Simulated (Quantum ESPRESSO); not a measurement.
# Rh (Fm-3m) in Quantum ESPRESSO: notebook, part 2 of 3

Quantum ESPRESSO 7.5.

### 2 Phonons and electron-phonon coupling, PBEsol

File pw.in:

```
&CONTROL
  calculation = 'scf'
  prefix = 'pwscf'
  outdir = './tmp'
  pseudo_dir = './pseudo'
  tprnfor = .true.
  tstress = .true.
  disk_io = 'low'
/
&SYSTEM
  ibrav = 0
  nat = 1
  ntyp = 1
  ecutwfc = 45
  ecutrho = 360
  nbnd = 13
  occupations = 'smearing'
  smearing = 'mp'
  degauss = 0.01999163
/
&ELECTRONS
  conv_thr = 2d-10
  electron_maxstep = 120
  mixing_beta = 0.5
/
ATOMIC_SPECIES
Rh   102.9055 rh_pbesol_v1.4.uspp.F.UPF
CELL_PARAMETERS angstrom
   0.0000000000    1.8978500000    1.8978500000
   1.8978500000    0.0000000000    1.8978500000
   1.8978500000    1.8978500000    0.0000000000
ATOMIC_POSITIONS crystal
Rh     0.0000000000    0.0000000000    0.0000000000
K_POINTS automatic
8 8 8 0 0 0
```

File relax.in:

```
&CONTROL
  calculation = 'vc-relax'
  prefix = 'pwscf'
  outdir = './tmp'
  pseudo_dir = './pseudo'
  tprnfor = .true.
  tstress = .true.
  disk_io = 'low'
  nstep = 40
  forc_conv_thr = 0.0001
  etot_conv_thr = 1d-06
/
&SYSTEM
  ibrav = 0
  nat = 1
  ntyp = 1
  ecutwfc = 45
  ecutrho = 360
  nbnd = 13
  occupations = 'smearing'
  smearing = 'mp'
  degauss = 0.01999163
/
&ELECTRONS
  conv_thr = 2d-10
  electron_maxstep = 120
  mixing_beta = 0.5
/
&IONS
  ion_dynamics = 'bfgs'
/
&CELL
  cell_dynamics = 'bfgs'
  press = 0
  press_conv_thr = 0.2
/
ATOMIC_SPECIES
Rh   102.9055 rh_pbesol_v1.4.uspp.F.UPF
CELL_PARAMETERS angstrom
   0.0000000000    1.8978500000    1.8978500000
   1.8978500000    0.0000000000    1.8978500000
   1.8978500000    1.8978500000    0.0000000000
ATOMIC_POSITIONS crystal
Rh     0.0000000000    0.0000000000    0.0000000000
K_POINTS automatic
8 8 8 0 0 0
```

File scf2.in:

```
&CONTROL
  calculation = 'scf'
  prefix = 'pwscf'
  outdir = './tmp'
  pseudo_dir = './pseudo'
  tprnfor = .true.
  tstress = .true.
  disk_io = 'low'
/
&SYSTEM
  ibrav = 0
  nat = 1
  ntyp = 1
  ecutwfc = 45
  ecutrho = 360
  nbnd = 13
  occupations = 'smearing'
  smearing = 'mp'
  degauss = 0.01999163
/
&ELECTRONS
  conv_thr = 1d-13
  electron_maxstep = 120
  mixing_beta = 0.5
  startingpot = 'file'
  startingwfc = 'file'
/
ATOMIC_SPECIES
Rh   102.9055 rh_pbesol_v1.4.uspp.F.UPF
CELL_PARAMETERS angstrom
   0.0000000000    1.8935439770    1.8935439770
   1.8935439770    0.0000000000    1.8935439770
   1.8935439770    1.8935439770    0.0000000000
ATOMIC_POSITIONS crystal
Rh     0.0000000000    0.0000000000    0.0000000000
K_POINTS automatic
8 8 8 0 0 0
```

File dense.in:

```
&CONTROL
  calculation = 'scf'
  prefix = 'pwscf'
  outdir = './tmp'
  pseudo_dir = './pseudo'
  tprnfor = .true.
  tstress = .true.
  disk_io = 'low'
/
&SYSTEM
  ibrav = 0
  nat = 1
  ntyp = 1
  ecutwfc = 45
  ecutrho = 360
  nbnd = 13
  occupations = 'smearing'
  smearing = 'mp'
  degauss = 0.01999163
  la2F = .true.
/
&ELECTRONS
  conv_thr = 1d-12
  electron_maxstep = 120
  mixing_beta = 0.5
  startingpot = 'file'
/
ATOMIC_SPECIES
Rh   102.9055 rh_pbesol_v1.4.uspp.F.UPF
CELL_PARAMETERS angstrom
   0.0000000000    1.8935439770    1.8935439770
   1.8935439770    0.0000000000    1.8935439770
   1.8935439770    1.8935439770    0.0000000000
ATOMIC_POSITIONS crystal
Rh     0.0000000000    0.0000000000    0.0000000000
K_POINTS automatic
24 24 24 0 0 0
```

File scf3.in:

```
&CONTROL
  calculation = 'scf'
  prefix = 'pwscf'
  outdir = './tmp'
  pseudo_dir = './pseudo'
  tprnfor = .true.
  tstress = .true.
  disk_io = 'low'
/
&SYSTEM
  ibrav = 0
  nat = 1
  ntyp = 1
  ecutwfc = 45
  ecutrho = 360
  nbnd = 13
  occupations = 'smearing'
  smearing = 'mp'
  degauss = 0.01999163
/
&ELECTRONS
  conv_thr = 1d-12
  electron_maxstep = 120
  mixing_beta = 0.5
  startingpot = 'file'
/
ATOMIC_SPECIES
Rh   102.9055 rh_pbesol_v1.4.uspp.F.UPF
CELL_PARAMETERS angstrom
   0.0000000000    1.8935439770    1.8935439770
   1.8935439770    0.0000000000    1.8935439770
   1.8935439770    1.8935439770    0.0000000000
ATOMIC_POSITIONS crystal
Rh     0.0000000000    0.0000000000    0.0000000000
K_POINTS automatic
8 8 8 0 0 0
```

File ph.in:

```
phonon_bands of Rh
&INPUTPH
  prefix = 'pwscf'
  outdir = './tmp'
  tr2_ph = 1d-18
  fildyn = 'dyn'
  niter_ph = 90
  alpha_mix(1) = 0.4
  ldisp = .true.
  nq1 = 4
  nq2 = 4
  nq3 = 4
  electron_phonon = 'interpolated'
  el_ph_sigma = 0.005
  el_ph_nsigma = 10
  fildvscf = 'dvscf'
/
```

File q2r.in:

```
&INPUT
  fildyn = 'dyn'
  zasr = 'crystal'
  flfrc = 'fc'
  la2F = .true.
/
```

File matdyn.in:

```
&INPUT
  asr = 'crystal'
  flfrc = 'fc'
  flfrq = 'freq'
  q_in_cryst_coord = .true.
  flvec = ' '
/
80
 0.0000000000  0.0000000000  0.0000000000
 0.0454545455  0.0000000000  0.0454545455
 0.0909090909  0.0000000000  0.0909090909
 0.1363636364  0.0000000000  0.1363636364
 0.1818181818  0.0000000000  0.1818181818
 0.2272727273  0.0000000000  0.2272727273
 0.2727272727  0.0000000000  0.2727272727
 0.3181818182  0.0000000000  0.3181818182
 0.3636363636  0.0000000000  0.3636363636
 0.4090909091  0.0000000000  0.4090909091
 0.4545454545  0.0000000000  0.4545454545
 0.5000000000  0.0000000000  0.5000000000
 0.5000000000  0.0500000000  0.5500000000
 0.5000000000  0.1000000000  0.6000000000
 0.5000000000  0.1500000000  0.6500000000
 0.5000000000  0.2000000000  0.7000000000
 0.5000000000  0.2500000000  0.7500000000
 0.4687500000  0.2812500000  0.7500000000
 0.4375000000  0.3125000000  0.7500000000
 0.4062500000  0.3437500000  0.7500000000
 0.3750000000  0.3750000000  0.7500000000
 0.3461538462  0.3461538462  0.6923076923
 0.3173076923  0.3173076923  0.6346153846
 0.2884615385  0.2884615385  0.5769230769
 0.2596153846  0.2596153846  0.5192307692
 0.2307692308  0.2307692308  0.4615384615
 0.2019230769  0.2019230769  0.4038461538
 0.1730769231  0.1730769231  0.3461538462
 0.1442307692  0.1442307692  0.2884615385
 0.1153846154  0.1153846154  0.2307692308
 0.0865384615  0.0865384615  0.1730769231
 0.0576923077  0.0576923077  0.1153846154
 0.0288461538  0.0288461538  0.0576923077
 0.0000000000  0.0000000000  0.0000000000
 0.0454545455  0.0454545455  0.0454545455
 0.0909090909  0.0909090909  0.0909090909
 0.1363636364  0.1363636364  0.1363636364
 0.1818181818  0.1818181818  0.1818181818
 0.2272727273  0.2272727273  0.2272727273
 0.2727272727  0.2727272727  0.2727272727
 0.3181818182  0.3181818182  0.3181818182
 0.3636363636  0.3636363636  0.3636363636
 0.4090909091  0.4090909091  0.4090909091
 0.4545454545  0.4545454545  0.4545454545
 0.5000000000  0.5000000000  0.5000000000
 0.5178571429  0.4642857143  0.5178571429
 0.5357142857  0.4285714286  0.5357142857
 0.5535714286  0.3928571429  0.5535714286
 0.5714285714  0.3571428571  0.5714285714
 0.5892857143  0.3214285714  0.5892857143
 0.6071428571  0.2857142857  0.6071428571
 0.6250000000  0.2500000000  0.6250000000
 0.5937500000  0.2500000000  0.6562500000
 0.5625000000  0.2500000000  0.6875000000
 0.5312500000  0.2500000000  0.7187500000
 0.5000000000  0.2500000000  0.7500000000
 0.5000000000  0.2750000000  0.7250000000
 0.5000000000  0.3000000000  0.7000000000
 0.5000000000  0.3250000000  0.6750000000
 0.5000000000  0.3500000000  0.6500000000
 0.5000000000  0.3750000000  0.6250000000
 0.5000000000  0.4000000000  0.6000000000
 0.5000000000  0.4250000000  0.5750000000
 0.5000000000  0.4500000000  0.5500000000
 0.5000000000  0.4750000000  0.5250000000
 0.5000000000  0.5000000000  0.5000000000
 0.4861111111  0.4861111111  0.5277777778
 0.4722222222  0.4722222222  0.5555555556
 0.4583333333  0.4583333333  0.5833333333
 0.4444444444  0.4444444444  0.6111111111
 0.4305555556  0.4305555556  0.6388888889
 0.4166666667  0.4166666667  0.6666666667
 0.4027777778  0.4027777778  0.6944444444
 0.3888888889  0.3888888889  0.7222222222
 0.3750000000  0.3750000000  0.7500000000
 0.6250000000  0.2500000000  0.6250000000
 0.5937500000  0.1875000000  0.5937500000
 0.5625000000  0.1250000000  0.5625000000
 0.5312500000  0.0625000000  0.5312500000
 0.5000000000  0.0000000000  0.5000000000
```

File matdyn_dos.in:

```
&INPUT
  asr = 'crystal'
  flfrc = 'fc'
  dos = .true.
  fldos = 'phdos'
  nk1 = 12
  nk2 = 12
  nk3 = 12
  deltaE = 1
  flvec = ' '
  flfrq = ' '
/
```

File matdyn_a2f.in:

```
&INPUT
  asr = 'crystal'
  flfrc = 'fc'
  la2F = .true.
  dos = .true.
  fldos = 'dos2'
  nk1 = 10
  nk2 = 10
  nk3 = 10
  ndos = 60
  el_ph_nsigma = 10
  flfrq = 'dosfreq2'
  flvec = ' '
/
```

File matdyn_mesh.in:

```
&INPUT
  asr = 'crystal'
  flfrc = 'fc'
  flfrq = 'mesh'
  q_in_cryst_coord = .true.
  flvec = ' '
/
1000
 0.05000000  0.05000000  0.05000000
 0.05000000  0.05000000  0.15000000
 0.05000000  0.05000000  0.25000000
[... 997 further points of the even 10 x 10 x 10 mesh, shifted by half a step ...]
```

Potentials or basis: GBRV 1.5 PBEsol.

On the command line:

```sh
$ OMP_NUM_THREADS=1 pw.x -in pw.in > pw.out
$ OMP_NUM_THREADS=1 pw.x -in relax.in > relax.out
$ OMP_NUM_THREADS=1 pw.x -in scf2.in > scf2.out
$ OMP_NUM_THREADS=1 pw.x -in dense.in > dense.out
$ OMP_NUM_THREADS=1 pw.x -in scf3.in > scf3.out
$ OMP_NUM_THREADS=1 ph.x -in ph.in > ph.out
$ OMP_NUM_THREADS=1 q2r.x -in q2r.in > q2r.out
$ OMP_NUM_THREADS=1 matdyn.x -in matdyn.in > matdyn.out
$ OMP_NUM_THREADS=1 matdyn.x -in matdyn_dos.in > matdyn_dos.out
$ OMP_NUM_THREADS=1 matdyn.x -in matdyn_a2f.in > matdyn_a2f.out
$ OMP_NUM_THREADS=1 matdyn.x -in matdyn_mesh.in > matdyn_mesh.out
```

pw.out:

```text
This program is part of the open-source Quantum ESPRESSO suite
     for quantum simulation of materials; please cite
[... 9 lines left out ...]
     --------------------
     sticks:   dense  smooth     PW     G-vecs:    dense   smooth      PW
     Sum         649     313    109                10777     3719     725

     Using Slab Decomposition

     bravais-lattice index     =            0
     lattice parameter (alat)  =       5.0720  a.u.
     unit-cell volume          =      92.2597 (a.u.)^3
     number of atoms/cell      =            1
     number of atomic types    =            1
     number of electrons       =        15.00
     number of Kohn-Sham states=           13
     kinetic-energy cutoff     =      45.0000  Ry
     charge density cutoff     =     360.0000  Ry
     scf convergence threshold =      2.0E-10
     mixing beta               =       0.5000
     number of iterations used =            8  plain     mixing
     Exchange-correlation= SLA  PW   PSX  PSC
                           (   1   4  10   8   0   0   0)

     celldm(1)=   5.071959  celldm(2)=   0.000000  celldm(3)=   0.000000
     celldm(4)=   0.000000  celldm(5)=   0.000000  celldm(6)=   0.000000

[... 8 lines left out ...]
               b(3) = (  0.707107  0.707107 -0.707107 )

     PseudoPot. # 1 for Rh read from file:
     rh_pbesol_v1.4.uspp.F.UPF
     Pseudo is Ultrasoft + core correction, Zval = 15.0
     Generated by new atomic code, or converted to UPF format
     Using radial grid of  969 points,  7 beta functions with:
                l(1) =   0
                l(2) =   0
                l(3) =   1
                l(4) =   1
                l(5) =   2
                l(6) =   2
                l(7) =   2
     Q(r) pseudized with  8 coefficients,  rinner =    1.200   1.200   1.200
                                                       1.200   1.200

     atomic species   valence    mass     pseudopotential
     Rh               15.00   102.90550     Rh( 1.00)

     48 Sym. Ops., with inversion, found

   Cartesian axes

     site n.     atom                  positions (alat units)
         1        Rh     tau(   1) = (   0.0000000   0.0000000   0.0000000  )

     number of k points=    29  Methfessel-Paxton smearing, width (Ry)=  0.0200
                       cart. coord. in units 2pi/alat
        k(    1) = (   0.0000000   0.0000000   0.0000000), wk =   0.0039062
        k(    2) = (   0.0883883   0.0883883  -0.0883883), wk =   0.0312500
        k(    3) = (   0.1767767   0.1767767  -0.1767767), wk =   0.0312500
        k(    4) = (   0.2651650   0.2651650  -0.2651650), wk =   0.0312500
        k(    5) = (  -0.3535534  -0.3535534   0.3535534), wk =   0.0156250
        k(    6) = (   0.1767767   0.0000000   0.0000000), wk =   0.0234375
[... 21 lines left out ...]
        k(   28) = (  -0.7071068   0.1767767  -0.0000000), wk =   0.0468750
        k(   29) = (  -0.7071068   0.3535534   0.0000000), wk =   0.0234375

     Dense  grid:    10777 G-vectors     FFT dimensions: (  32,  32,  32)

     Smooth grid:     3719 G-vectors     FFT dimensions: (  24,  24,  24)

     Initial potential from superposition of free atoms

     starting charge      14.4999, renormalised to      15.0000

     negative rho (up, down):  5.565E-02 0.000E+00
     Starting wfcs are   12 randomized atomic wfcs +    1 random wfcs

     Self-consistent Calculation

     iteration #  1     ecut=    45.00 Ry     beta= 0.50
     Davidson diagonalization with overlap
     ethr =  1.00E-02,  avg # of iterations =  4.1

     negative rho (up, down):  5.790E-02 0.000E+00

     total energy              =    -170.99933902 Ry
     estimated scf accuracy    <       0.56347592 Ry

     iteration #  2     ecut=    45.00 Ry     beta= 0.50
     Davidson diagonalization with overlap
     ethr =  3.76E-03,  avg # of iterations =  2.0
[... 51 lines left out ...]
     iteration #  8     ecut=    45.00 Ry     beta= 0.50
     Davidson diagonalization with overlap
     ethr =  1.07E-11,  avg # of iterations =  2.0

     negative rho (up, down):  5.768E-02 0.000E+00

     End of self-consistent calculation

          k = 0.0000 0.0000 0.0000 (   459 PWs)   bands (ev):

   -24.9017 -24.9017 -24.9017  13.2830  18.2919  18.2919  18.2919  20.4368
    20.4368  37.9034  43.4066  43.4066  43.4066

          k = 0.0884 0.0884-0.0884 (   489 PWs)   bands (ev):

   -25.0157 -24.9171 -24.9171  13.8911  18.0540  18.5112  18.5112  20.3358
    20.3358  38.6850  40.6493  44.2497  44.2497
[... 83 lines left out ...]
   -25.5616 -25.2119 -25.1531  15.3789  15.7685  20.7137  21.3583  22.2531
    25.5535  33.4288  34.7787  36.1358  43.8494

          k = 0.0000-0.5303 0.5303 (   470 PWs)   bands (ev):

   -25.4900 -25.3404 -25.1211  15.8255  16.5750  19.3062  20.7404  21.8071
    29.2685  30.0350  33.4846  38.0387  42.7349

          k =-0.7071 0.0000 0.0000 (   468 PWs)   bands (ev):

   -25.6112 -25.1780 -25.1780  15.0063  15.3767  21.9984  22.4287  22.4287
    24.5934  33.6897  34.8455  34.8455  44.3566

          k = 0.3536 0.1768 0.0000 (   466 PWs)   bands (ev):

   -25.3506 -25.0939 -25.0014  16.2260  16.9507  18.3079  19.9399  20.1476
    22.2314  37.1056  38.4056  41.3340  43.6185

          k =-0.2652-0.4419 0.6187 (   473 PWs)   bands (ev):
[... 16 lines left out ...]
   -25.4842 -25.3103 -25.1397  16.2146  16.7823  18.4961  20.4395  22.0491
    28.3799  30.9799  34.8090  36.0695  44.7559

          k = 0.0000-0.3536 0.5303 (   468 PWs)   bands (ev):

   -25.4441 -25.3459 -25.1009  16.7703  17.3499  17.5852  20.1443  21.5399
    27.4736  32.5384  33.5939  37.8597  44.8334

          k =-0.7071 0.1768-0.0000 (   470 PWs)   bands (ev):

   -25.5491 -25.2428 -25.1821  15.5614  15.9341  20.0456  21.2181  22.4304
    27.4154  33.1736  33.8294  34.3687  45.3113

          k =-0.7071 0.3536 0.0000 (   464 PWs)   bands (ev):

   -25.3973 -25.3973 -25.1861  16.3251  17.5491  17.5491  20.2162  22.4321
    31.0369  31.0369  32.7156  34.1091  47.7988

     the Fermi energy is    21.4522 ev

!    total energy              =    -171.15792100 Ry
     estimated scf accuracy    <          5.9E-13 Ry
     smearing contrib. (-TS)   =      -0.00062062 Ry
     internal energy E=F+TS    =    -171.15730038 Ry

     The total energy is F=E-TS. E is the sum of the following terms:
     one-electron contribution =     -22.31789635 Ry
     hartree contribution      =      24.76731416 Ry
     xc contribution           =     -29.78712811 Ry
     ewald contribution        =    -143.81959008 Ry

     convergence has been achieved in   8 iterations

     negative rho (up, down):  5.768E-02 0.000E+00

     Forces acting on atoms (cartesian axes, Ry/au):

     atom    1 type  1   force =     0.00000000    0.00000000    0.00000000

     Total force =     0.000000     Total SCF correction =     0.000000

     Computing stress (Cartesian axis) and pressure

     negative rho (up, down):  5.768E-02 0.000E+00
          total   stress  (Ry/bohr**3)                   (kbar)     P=      -19.67
  -0.00013371   0.00000000   0.00000000          -19.67        0.00        0.00
   0.00000000  -0.00013371   0.00000000            0.00      -19.67        0.00
   0.00000000   0.00000000  -0.00013371            0.00        0.00      -19.67

=------------------------------------------------------------------------------=
   JOB DONE.
=------------------------------------------------------------------------------=
```

It took 18 min on 1 thread of Arm Neoverse V2, shared host; peak memory 0.12 GiB.

Results:

```yaml
Free_energy: -2328.7227 eV
Relaxed_volume: 13.58 Å³/atom
Relaxed_cell: a = 2.678 Å, b = 2.678 Å, c = 2.678 Å, α = 60.00°, β = 60.00°, γ = 60.00°
Space_group_after_relaxing_to_0.05_Å: Fm-3m (No. 225)
Pressure_after_relaxing: 0.0 GPa
Band_gap_on_the_k_mesh: none (metal or under the smearing width)
Highest_phonon_frequency: 237 cm⁻¹
Zero-point_energy: 0.030 eV/atom
```

The path:
```
step  energy change (eV)  largest force (eV/Å)  pressure (GPa)  volume (Å³)
   1              0.0000                0.0000           -1.97        13.67
   2             -0.0004                0.0000            0.97        13.53
   3             -0.0006                0.0000           -0.02        13.58
   4             -0.0006                0.0000            0.01        13.58
```

Final structure:
```
CELL_PARAMETERS angstrom
0.00000 1.89354 1.89354
1.89354 0.00000 1.89354
1.89354 1.89354 0.00000
ATOMIC_POSITIONS crystal
Rh 0.00000 0.00000 0.00000
```

Phonon frequencies in cm⁻¹ (negative: imaginary):
```csv
q point,frequencies
"(0.000, 0.000, 0.000)",0 0 0
"(0.318, 0.000, 0.318)",155 155 216
"(0.500, 0.150, 0.650)",166 183 195
"(0.346, 0.346, 0.692)",162 183 189
"(0.144, 0.144, 0.288)",80 94 185
"(0.091, 0.091, 0.091)",35 35 81
"(0.409, 0.409, 0.409)",122 122 232
"(0.589, 0.321, 0.589)",157 163 208
"(0.500, 0.275, 0.725)",158 187 190
"(0.500, 0.450, 0.550)",131 132 234
"(0.431, 0.431, 0.639)",148 151 219
"(0.562, 0.125, 0.562)",177 178 199
```

Phonon frequencies at the corners of the path (cm⁻¹, interpolated; i marks imaginary ones):
```tsv
point	frequencies
Γ	0 0 0
X	181 181 202
W	158 188 188
K	169 180 189
L	127 127 237
U	169 180 189
```

Phonon states per cell in windows of 20 cm⁻¹ (negative: imaginary):
```
from (cm⁻¹)  total
          0   0.00
         20   0.01
         40   0.02
         60   0.06
         80   0.11
        100   0.22
        120   0.46
        140   0.62
        160   0.51
        180   0.18
        200   0.48
        220   0.33
```

Harmonic thermodynamics per atom at this volume (zero-point energy 30.3 meV, Debye temperature from the second moment 313 K):
```
 T (K)  free energy (meV)  entropy (k_B)  heat capacity Cv (k_B)
    50               30.0           0.27                    0.74
   100               26.9           1.20                    1.93
   200                9.1           2.83                    2.66
298.15              -19.7           3.93                    2.84
   500             -102.2           5.43                    2.94
   800             -261.9           6.82                    2.98
```

Electron-phonon coupling by broadening of the double delta (levels on a 24 × 24 × 24 mesh):
```tsv
broadening (eV)	λ	N(E_F) (states/eV a spin and cell)	ω_log (K)	Tc, μ* 0.10 (K)	Tc, μ* 0.13 (K)
0.07	0.55	0.502	212	3.7	2.5
0.14	0.56	0.593	211	3.9	2.6
0.20	0.55	0.632	212	3.6	2.4
0.27	0.53	0.651	213	3.3	2.1
0.34	0.52	0.664	213	3.0	1.9
0.41	0.51	0.673	214	2.8	1.8
0.48	0.50	0.679	214	2.7	1.6
0.54	0.50	0.681	215	2.5	1.5
0.61	0.49	0.681	215	2.4	1.4
0.68	0.49	0.678	216	2.4	1.4
```

The same from a weighted sum over the computed q points, without interpolation:
```
broadening (eV)     λ  ω_log (K)  Tc, μ* 0.10 (K)  Tc, μ* 0.13 (K)
           0.07  0.55        212              3.8              2.5
           0.14  0.55        215              3.8              2.5
           0.20  0.54        217              3.5              2.3
           0.27  0.53        217              3.2              2.0
           0.34  0.51        218              2.9              1.8
           0.41  0.50        218              2.8              1.7
           0.48  0.50        219              2.6              1.6
           0.54  0.49        219              2.5              1.5
           0.61  0.49        219              2.4              1.4
           0.68  0.48        220              2.3              1.3
```

Eliashberg function at a broadening of 0.27 eV:
```
cm⁻¹    α²F
   6  0.000
  18  0.000
  30  0.001
  42  0.003
  54  0.008
  66  0.016
  78  0.031
  90  0.055
 102  0.095
 114  0.165
 126  0.301
 138  0.397
 150  0.486
 162  0.391
 174  0.341
 186  0.011
 198  0.272
 211  0.335
 223  0.485
 235  0.009
```

Coupling and linewidth of each mode at the computed q points (broadening 0.27 eV):
| q | cm⁻¹ | λ of the modes | linewidths (GHz) |
| --- | --- | --- | --- |
| (0.00, 0.00, 0.25) | 89 89 188 | 0.21 0.22 0.09 | 13 13 24 |
| (0.00, 0.00, -0.50) | 127 127 237 | 0.16 0.17 0.09 | 20 20 39 |
| (0.00, 0.25, 0.25) | 130 130 203 | 0.13 0.13 0.06 | 16 16 17 |
| (0.00, 0.25, -0.50) | 146 160 219 | 0.31 0.14 0.12 | 50 27 44 |
| (0.00, 0.25, -0.25) | 126 150 223 | 0.24 0.25 0.10 | 29 42 39 |
| (0.00, -0.50, -0.50) | 181 181 202 | 0.17 0.16 0.23 | 42 41 71 |
| (0.25, -0.50, -0.25) | 158 188 188 | 0.24 0.18 0.18 | 46 48 49 |

Caveat: the k mesh is coarse; the mesh is thin for the phonons of a metal; λ from interpolated matrix elements is rough: modes that symmetry makes equal can differ by tens of percent.

(Continued in part 3 of 3.)
